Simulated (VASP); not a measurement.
# GaSb (F-43m) under biaxial strain in the (001) plane

How do the elastic response and the band edges of GaSb follow biaxial strain in the (001) plane?

Program: VASP 6.6.1. Level of theory: PBEsol; plane waves and PAW (Ga_d, Sb), in the first sound run; inputs show where later runs differ. Results are calculated unless marked as measured.

### Step 1. The structure

The structure is cubic, space group F-43m (No. 216). The conventional cell has a = 6.096 Å, b = 6.096 Å, c = 6.096 Å, α = 90.00°, β = 90.00°, γ = 90.00°. Nearest to Ga lie 4 Sb at 2.64 Å. Sb has 4 Ga at 2.64 Å nearest. Farther neighbours are not listed.

As a file:

```cif
data_structure
_symmetry_space_group_name_H-M 'P 1'
_symmetry_Int_Tables_number 1
_cell_length_a 4.3105
_cell_length_b 4.3105
_cell_length_c 4.3105
_cell_angle_alpha 60.000
_cell_angle_beta 60.000
_cell_angle_gamma 60.000
_cell_volume 56.63
loop_
_atom_site_label
_atom_site_type_symbol
_atom_site_fract_x
_atom_site_fract_y
_atom_site_fract_z
_atom_site_occupancy
Ga1 Ga 0.00000 0.00000 0.00000 1
Sb2 Sb 0.25000 0.25000 0.25000 1
```

### Step 2. Relax the crystal, PBEsol

The series starts from the cell that this level prefers, so that zero strain is near zero stress.

Level: PBEsol; plane waves and PAW (Ga_d, Sb).

INCAR

```
SYSTEM = GaSb
PREC = Accurate
ENCUT = 450
EDIFF = 1E-07
NELM = 120
ISMEAR = 0
SIGMA = 0.02
LREAL = .FALSE.
ALGO = Normal
GGA = PS
NBANDS = 15
LASPH = .TRUE.
LORBIT = 11
LWAVE = .FALSE.
LCHARG = .FALSE.
KPAR = 8
IBRION = 2
NSW = 40
ISIF = 3
EDIFFG = -0.005
POTIM = 0.4
```

POSCAR

```
GaSb
1.0
    0.0000000000      3.0480000000      3.0480000000
    3.0480000000      0.0000000000      3.0480000000
    3.0480000000      3.0480000000      0.0000000000
Ga Sb
1 1
Direct
    0.0000000000      0.0000000000      0.0000000000
    0.2500000000      0.2500000000      0.2500000000
```

KPOINTS

```
Automatic mesh
0
Gamma
9 9 9
0 0 0
```

The projector-augmented-wave data sets are Ga_d and Sb (PBE family, release 64).

Command:

```
$ mpirun -np 8 vasp_std
```

Log:

```text
[banner, memory and clock lines left out]
running    8 mpi-ranks, on    1 nodes
[...]
|                                                                             |
|           W    W    AA    RRRRR   N    N  II  N    N   GGGG   !!!           |
|           W    W   A  A   R    R  NN   N  II  NN   N  G    G  !!!           |
|           W    W  A    A  R    R  N N  N  II  N N  N  G       !!!           |
|           W WW W  AAAAAA  RRRRR   N  N N  II  N  N N  G  GGG   !            |
|           WW  WW  A    A  R   R   N   NN  II  N   NN  G    G                |
|           W    W  A    A  R    R  N    N  II  N    N   GGGG   !!!           |
|                                                                             |
|     For optimal performance we recommend to set                             |
|       NCORE = 2 up to number-of-cores-per-socket                            |
|     NCORE specifies how many cores store one orbital (NPAR=cpu/NCORE).      |
|     This setting can greatly improve the performance of VASP for DFT.       |
[...]
DAV:  13    -0.815028012923E+01    0.19914E-07   -0.42436E-08   910   0.145E-03
   1 F= -.81502801E+01 E0= -.81502785E+01  d E =-.815028E+01
[...]
N       E                     dE             d eps       ncg     rms          rms(c)
DAV:   1    -0.816106315408E+01   -0.10783E-01   -0.13185E-01  1316   0.603E+00    0.575E-01
DAV:   2    -0.815304126647E+01    0.80219E-02   -0.14385E-02  1295   0.220E+00    0.264E-01
DAV:   3    -0.815105582215E+01    0.19854E-02   -0.21951E-03  1330   0.753E-01    0.596E-02
DAV:   4    -0.815084330783E+01    0.21251E-03   -0.23662E-04  1220   0.204E-01    0.201E-02
DAV:   5    -0.815082408197E+01    0.19226E-04   -0.14867E-05  1317   0.457E-02    0.562E-03
DAV:   6    -0.815082352613E+01    0.55583E-06   -0.22602E-06  1323   0.248E-02    0.246E-03
DAV:   7    -0.815082362885E+01   -0.10271E-06   -0.24118E-07  1134   0.556E-03    0.107E-03
DAV:   8    -0.815082367662E+01   -0.47779E-07   -0.26031E-08   721   0.125E-03
   2 F= -.81508237E+01 E0= -.81508002E+01  d E =-.543547E-03
 trial-energy change:   -0.000544  1 .order   -0.000568   -0.001140    0.000003
 step:   0.9969(harm=  0.9973)  dis= 0.00000  next Energy=    -8.150824 (dE=-0.544E-03)
 reached required accuracy - stopping structural energy minimisation
```

It took 13 s on 8 MPI ranks of AMD EPYC 7R43, shared host; peak memory 1.3 GiB; 96 s of CPU time.

The logs omit lines about the potential files and the build; timing stands in the text.

From OUTCAR (step 2):

```text
  Total       -0.0003826     -0.0003826     -0.0003826      0.0000000      0.0000000      0.0000000
  in kB       -0.0107367     -0.0107367     -0.0107367      0.0000000      0.0000000      0.0000000
  external PRESSURE =      -0.0107367 kB  Pullay stress =       0.0000000 kB

 POSITION                                       TOTAL-FORCE (eV/Angst)
 -----------------------------------------------------------------------------------
      6.11251      6.11251      6.11251         0.000000      0.000000      0.000000
      1.52813      1.52813      1.52813        -0.000000     -0.000000     -0.000000
 -----------------------------------------------------------------------------------
    total drift:                                0.000000      0.000000      0.000000

  FREE ENERGIE OF THE ION-ELECTRON SYSTEM (eV)
  ---------------------------------------------------
  free  energy   TOTEN  =        -8.1508236766 eV

  energy  without entropy=       -8.1507766532  energy(sigma->0) =       -8.15080016

 reached required accuracy - stopping structural energy minimisation

[... 3 further parts left out ...]
[key lines of the parts left out:]
E-fermi :   4.7709
```

Numbers from this step:

```
energy(sigma→0) of the program : -8.1508 eV
stress, compression positive   : xx, yy, zz 0.00, 0.00, 0.00 GPa
volume                         : 57.095 Å³
ionic steps                    : 2
```

### Step 3. Strain along the normal, PBEsol

One member in full: the plane is strained by -2 %, and the strain along the normal is moved by secant steps until the normal stress is under 0.012 GPa or five steps are spent; the atoms relax at each step.

This step took 2 runs, each at a new trial strain with the atoms of the one before; the last is shown.

Level: PBEsol; plane waves and PAW (Ga_d, Sb); cell typed or built by script.

INCAR: that of step 2 with these lines changed.

```diff
@@ -15,7 +15,7 @@
 LCHARG = .FALSE.
-KPAR = 8
-IBRION = 2
-NSW = 40
-ISIF = 3
-EDIFFG = -0.005
-POTIM = 0.4
+KPAR = 2
+IBRION = 1
+NSW = 25
+ISIF = 2
+EDIFFG = -0.004
+POTIM = 0.3
```

POSCAR

```
GaSb
1.0
    0.0000000000      2.9951275370      3.1098293780
    2.9951275370      0.0000000000      3.1098293780
    2.9951275370      2.9951275370      0.0000000000
Ga Sb
1 1
Direct
    0.0000000000      0.0000000000      0.0000000000
    0.2500000000      0.2500000000      0.2500000000
```

KPOINTS is that of step 2.

Command:

```
$ mpirun -np 2 vasp_std
```

Log:

```text
[banner, memory and clock lines left out]
running    2 mpi-ranks, on    1 nodes
[...]
[... a notice as in an earlier step ...]

 LDA part: xc-table for (Slater+PW92), standard interpolation
 POSCAR, INCAR and KPOINTS ok, starting setup
[...]
entering main loop
       N       E                     dE             d eps       ncg     rms          rms(c)
DAV:   1     0.756645736522E+02    0.75665E+02   -0.80833E+03  2282   0.137E+03
DAV:   2    -0.244709036375E+01   -0.78112E+02   -0.75519E+02  2593   0.281E+02
DAV:   3    -0.814355834338E+01   -0.56965E+01   -0.56825E+01  2712   0.646E+01
DAV:   4    -0.824147724070E+01   -0.97919E-01   -0.97878E-01  2776   0.956E+00
[...]
DAV:  10    -0.813794780704E+01    0.83935E-05   -0.20385E-05  2940   0.398E-02    0.110E-02
DAV:  11    -0.813795717278E+01   -0.93657E-05   -0.12269E-05  2593   0.251E-02    0.468E-03
DAV:  12    -0.813795725170E+01   -0.78917E-07   -0.43288E-07  2936   0.644E-03
   1 F= -.81379573E+01 E0= -.81379570E+01  d E =-.813796E+01
 BRION: g(F)=  0.154E-45 g(S)=  0.000E+00
 reached required accuracy - stopping structural energy minimisation
```

Elapsed: 27 s, on 2 MPI ranks; peak memory 0.34 GiB.

Parts of OUTCAR (step 3):

```text
  Total        0.6330941      0.6330941     -0.0010653      0.0000000      0.0000000      0.0000000
  in kB       18.1794883     18.1794883     -0.0305918      0.0000000      0.0000000      0.0000000
  external PRESSURE =      12.1094616 kB  Pullay stress =       0.0000000 kB

 POSITION                                       TOTAL-FORCE (eV/Angst)
 -----------------------------------------------------------------------------------
      0.00000      0.00000      0.00000        -0.000000     -0.000000     -0.000000
      1.49756      1.49756      1.55491         0.000000      0.000000      0.000000
 -----------------------------------------------------------------------------------
    total drift:                               -0.000000     -0.000000      0.000000

  FREE ENERGIE OF THE ION-ELECTRON SYSTEM (eV)
  ---------------------------------------------------
  free  energy   TOTEN  =        -8.1379572517 eV

  energy  without entropy=       -8.1379567897  energy(sigma->0) =       -8.13795702

[... 1 part as in an earlier step ...]

[... 3 further parts left out ...]
[key lines of the parts left out:]
E-fermi :   5.1194
```

Read from the output:

| Item | Value |
| --- | --- |
| energy(sigma→0) of the program | -8.1380 eV |
| stress, compression positive | xx, yy, zz 1.82, 1.82, 0.00 GPa |
| ionic steps | 1 |

### Step 4. Band edges, TB-mBJ with spin-orbit coupling

Short lines in KPOINTS_OPT sample the zone centre along and across the normal of the plane, for masses, and the other valleys.

Level: TB-mBJ, spin-orbit coupling; plane waves and PAW (Ga_d, Sb); cell typed or built by script.

TB-mBJ has no energy functional, so the total energy, stress and pressure in this output mean nothing.

INCAR

```
SYSTEM = GaSb
PREC = Accurate
ENCUT = 450
EDIFF = 1E-06
NELM = 150
ISMEAR = 0
SIGMA = 0.02
LREAL = .FALSE.
ALGO = Normal
METAGGA = MBJ
LASPH = .TRUE.
LNONCOLLINEAR = .TRUE.
MAGMOM = 0 0 0 0 0 0
NBANDS = 28
GGA_COMPAT = .FALSE.
LSORBIT = .TRUE.
LWAVE = .FALSE.
LCHARG = .FALSE.
KPAR = 2
```

POSCAR is that of step 3.

KPOINTS

```
Automatic mesh
0
Gamma
7 7 7
0 0 0
```

KPOINTS_OPT

```
Line mode
6
Line-mode
Reciprocal
  0.00000000   0.00000000   0.00000000
  0.02474724   0.02474724   0.00000000

  0.00000000   0.00000000   0.00000000
  0.00000000  -0.02383447  -0.02383447

  0.31000000   0.31000000   0.00000000
  0.50000000   0.50000000   0.00000000

  0.00000000   0.31000000   0.31000000
  0.00000000   0.50000000   0.50000000

  0.45000000   0.45000000   0.45000000
  0.50000000   0.50000000   0.50000000

  0.45000000   0.00000000   0.00000000
  0.50000000   0.00000000   0.00000000

  0.42500000   0.42500000   0.00000000
  0.42500000   0.44883447   0.02383447

  0.50000000   0.50000000   0.50000000
  0.48314649   0.51685351   0.50000000
```

Command:

```
$ mpirun -np 2 vasp_ncl
```

Log:

```text
[banner, memory and clock lines left out]
running    2 mpi-ranks, on    1 nodes
[...]
[... a notice as in an earlier step ...]

 LDA part: xc-table for (None), standard interpolation
 POSCAR, INCAR and KPOINTS ok, starting setup
[...]
entering main loop
       N       E                     dE             d eps       ncg     rms          rms(c)
DAV:   1     0.527810859626E+03    0.52781E+03   -0.74673E+03  3344   0.148E+03
DAV:   2     0.423959777526E+03   -0.10385E+03   -0.99717E+02  3588   0.368E+02
DAV:   3     0.411550112594E+03   -0.12410E+02   -0.12229E+02  3748   0.104E+02
DAV:   4     0.411183950653E+03   -0.36616E+00   -0.36509E+00  3916   0.196E+01
[...]
DAV:  29     0.412642318258E+03    0.17475E-05   -0.69698E-11  1624   0.875E-05    0.486E-06
DAV:  30     0.412642319778E+03    0.15206E-05   -0.25326E-11  1624   0.582E-05    0.508E-06
DAV:  31     0.412642319796E+03    0.17974E-07   -0.11576E-11  1624   0.359E-05
   1 F= 0.41264232E+03 E0= 0.41264232E+03  d E =-.518692E-35  mag=    -0.0000    -0.0000    -0.0000
 Start KPOINTS_OPT (optional k-point list driver)
k-point batch [1-48\48]
       N       E                     dE             ncg
DAV:   1     0.124450863086E+04   -0.15482E+05     2796
DAV:   2    -0.392040908671E+04   -0.51649E+04     2964
DAV:   3    -0.454978749744E+04   -0.62938E+03     3200
DAV:   4    -0.457058497581E+04   -0.20797E+02     3172
DAV:   5    -0.457112139639E+04   -0.53642E+00     3372
DAV:   6    -0.457115021014E+04   -0.28814E-01     3796
DAV:   7    -0.457115051286E+04   -0.30272E-03     3440
DAV:   8    -0.457115051595E+04   -0.30919E-05     2476
DAV:   9    -0.457115051638E+04   -0.43485E-06     2160
```

Wall time 7.1 min (2 MPI ranks); peak memory 0.82 GiB; 14 min of CPU time.

Parts of OUTCAR (step 4):

```text
  LATTYP: Found a body centered tetragonal cell.
 ALAT       =     4.2357499839
 C/A-ratio  =     1.4683724912

 Subroutine GETGRP returns: Found  8 space group operations
 (whereof  8 operations were pure point group operations)

The static configuration has the point symmetry D_2d.

 Found     58 irreducible k-points:

   k-points           NKPTS =     58   k-points in BZ     NKDIM =     58   number of bands    NBANDS=     28

   dimension x,y,z NGX =    30 NGY =   30 NGZ =   30
   dimension x,y,z NGXF=    60 NGYF=   60 NGZF=   60

   ENCUT  =  450.0 eV  33.07 Ry    5.75 a.u.   7.47  7.47  7.33*2*pi/ulx,y,z

   NELECT =      18.0000    total number of electrons

 E-fermi :   5.5545

 k-point     1 :       0.0000    0.0000    0.0000
  band No.  band energies     occupation
    ...
     14       4.5988      1.00000
     15       5.2387      1.00000
     16       5.2387      1.00000
     17       5.3861      1.00000
     18       5.3861      1.00000
     19       6.1254      0.00000
     20       6.1254      0.00000
     21       8.0429      0.00000
     22       8.0429      0.00000
     23       8.2081      0.00000
    ...

 k-point     2 :       0.1429    0.0000    0.0000
  band No.  band energies     occupation
    ...
     14       3.0242      1.00000
     15       4.5430      1.00000
     16       4.5631      1.00000
     17       5.0065      1.00000
     18       5.0091      1.00000
     19       6.7931      0.00000
     20       6.7972      0.00000
     21       8.5154      0.00000
     22       8.5281      0.00000
     23       8.6576      0.00000
    ...

  Total      -68.4978135    -68.4978135    -69.6386424      0.0000000     -0.0000000      0.0000000
  in kB    -1966.9353846  -1966.9353846  -1999.6946309      0.0000000     -0.0000000      0.0000000
  external PRESSURE =   -1977.8551333 kB  Pullay stress =       0.0000000 kB

 POSITION                                       TOTAL-FORCE (eV/Angst)
 -----------------------------------------------------------------------------------
      0.00000      0.00000      0.00000        -0.000000     -0.000000     -0.000000
      1.49756      1.49756      1.55491         0.000000      0.000000      0.000000
 -----------------------------------------------------------------------------------
    total drift:                                0.000002      0.000002      0.000001

  FREE ENERGIE OF THE ION-ELECTRON SYSTEM (eV)
  ---------------------------------------------------
  free  energy   TOTEN  =       412.6423197964 eV

  energy  without entropy=      412.6423197964  energy(sigma->0) =      412.64231980

 Spin-Orbit-Coupling matrix elements
 Ion:    1  E_soc:     -0.0118441
 Ion:    2  E_soc:     -0.1179651

[... 1 part as in an earlier step ...]

[... 7 further parts left out ...]
```

### Step 5. Band edges, r2SCAN with spin-orbit coupling

Short lines in KPOINTS_OPT sample the zone centre along and across the normal of the plane, for masses, and the other valleys.

Level: r2SCAN, spin-orbit coupling; plane waves and PAW (Ga_d, Sb); cell typed or built by script.

INCAR: that of step 4 with these lines changed.

```diff
@@ -4,3 +4,3 @@
 EDIFF = 1E-06
-NELM = 150
+NELM = 100
 ISMEAR = 0
@@ -9,3 +9,3 @@
 ALGO = Normal
-METAGGA = MBJ
+METAGGA = R2SCAN
 LASPH = .TRUE.
```

POSCAR is that of step 4.

KPOINTS is that of step 4.

KPOINTS_OPT is that of step 4.

Command:

```
$ mpirun -np 2 vasp_ncl
```

Log:

```text
[... set-up lines as in an earlier step ...]
 entering main loop
       N       E                     dE             d eps       ncg     rms          rms(c)
DAV:   1     0.844026140261E+02    0.84403E+02   -0.77833E+03  3360   0.154E+03
DAV:   2    -0.255532952249E+02   -0.10996E+03   -0.10567E+03  3640   0.390E+02
DAV:   3    -0.390326372973E+02   -0.13479E+02   -0.13309E+02  3720   0.111E+02
DAV:   4    -0.394461595124E+02   -0.41352E+00   -0.41226E+00  3896   0.214E+01
[...]
DAV:  12    -0.376357954318E+02    0.13876E-04   -0.83524E-05  4400   0.149E-01    0.736E-03
DAV:  13    -0.376357922473E+02    0.31845E-05   -0.64207E-06  3436   0.247E-02    0.476E-03
DAV:  14    -0.376357922784E+02   -0.31066E-07   -0.20256E-07  2112   0.552E-03
   1 F= -.37635792E+02 E0= -.37635792E+02  d E =-.950000E-24  mag=    -0.0000    -0.0000     0.0000
 Start KPOINTS_OPT (optional k-point list driver)
k-point batch [1-48\48]
       N       E                     dE             ncg
DAV:   1     0.109175164946E+04   -0.15635E+05     2792
DAV:   2    -0.420412228824E+04   -0.52959E+04     2952
DAV:   3    -0.485979937687E+04   -0.65568E+03     3244
DAV:   4    -0.488149977251E+04   -0.21700E+02     3148
DAV:   5    -0.488205948560E+04   -0.55971E+00     3432
DAV:   6    -0.488208803439E+04   -0.28549E-01     3748
DAV:   7    -0.488208825219E+04   -0.21780E-03     3496
DAV:   8    -0.488208825564E+04   -0.34564E-05     2548
DAV:   9    -0.488208825609E+04   -0.44876E-06     2112
```

Wall time 15 min (2 MPI ranks); peak memory 0.8 GiB; 29 min of CPU time.

[end of part 1 of 2]

[Lines on the potential files, build, host, timing and source positions are cut from VASP's logs without a mark.]

[Logs are printed without paths, hosts, clocks, repeated set-up lines and the standing remarks that a program may print on its own settings, such as how far it seeks lower states.]

[Hosts, paths, dates, database ids (printed as entryN), source tags and the programs' standing remarks are cut or masked in the printed files.]

[In band tables of VASP the shares of atoms and orbitals are scaled to a sum of 1 inside the atoms' spheres.]
